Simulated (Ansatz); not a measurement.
**SrO (CsCl type) under strain**

SrO built on the CsCl prototype, relaxed with r2SCAN in Ansatz. It is cubic, Pm-3m (No. 221); conventional cell a = 3.103 Å, 14.94 Å³ an atom. Sr has 8 O at 2.69 Å; O has 8 Sr at 2.69 Å.

The axes x, y and z are those of this cell:
```yaml
crystal:
  lattice:
    - [3.10287, 0.00000, 0.00000]
    - [0.00000, 3.10287, 0.00000]
    - [0.00000, 0.00000, 3.10287]
  atoms:
    - { symbol: Sr, position: [0.00000, 0.00000, 0.00000] }
    - { symbol: O, position: [0.50000, 0.50000, 0.50000] }
```

Unstrained: With PBE the valence top lies at M and the conduction bottom at Γ, 2.804 eV higher; the smallest vertical gap, at Γ, is 2.857 eV. The r2SCAN gap is indirect, 3.306 eV (M to Γ), below the direct gap of 3.354 eV at Γ. With HSE06 the valence top lies at M and the conduction bottom at Γ, 4.326 eV higher; the smallest vertical gap, at Γ, is 4.387 eV. Meshes: PBE 8×8×8, r2SCAN 8×8×8, HSE06 6×6×6. Strains are changes of length per length, and xy shears are angles. After each strain the atoms were relaxed again with r2SCAN within the symmetry that the strain leaves, so tilts or polar shifts that break it weren't tested; points keep the names that they have in the unstrained zone. Spin-unpolarised throughout. Whether this structure exists isn't addressed.

Changes of the least gap in eV (an overlap counts as a negative gap):

| strain | volume change (%) | space group | PBE | r2SCAN | HSE06 | energy rise, r2SCAN (meV/atom) |
| --- | --- | --- | --- | --- | --- | --- |
| xy shear, engineering strain (angle) -5.76 % | -0.1 | Cmmm | +0.011 | +0.011 | +0.011 | 0.5 |
| uniaxial +5.13 % along z | +5.1 | P4/mmm | -0.184 | -0.183 | -0.215 | 35.5 |
| epitaxial -1.64 % in the xy plane, free normal strain +0.02 % | -3.2 | P4/mmm | -0.051 | -0.044 | -0.041 | 8.0 |

Xy shear, engineering strain (angle) -5.76 %. HSE06: the gap goes from 4.326 to 4.337 eV (+0.011 eV). Stress change with r2SCAN, compression positive: xx +0.41, yy +0.41, zz +0.39, xy +0.20 GPa.

Uniaxial +5.13 % along z, other directions held. HSE06: the gap goes from 4.326 to 4.111 eV (-0.215 eV). Stress change with r2SCAN, compression positive: xx +0.44, yy +0.44, zz -14.39 GPa.

Epitaxial -1.64 % in the xy plane, free normal strain +0.02 %. HSE06: the gap goes from 4.326 to 4.285 eV (-0.041 eV). Stress change with r2SCAN, compression positive: xx +5.41, yy +5.41, zz -0.01 GPa.

The meshes of the hybrids are coarse, so their gaps aren't converged to the digits shown.
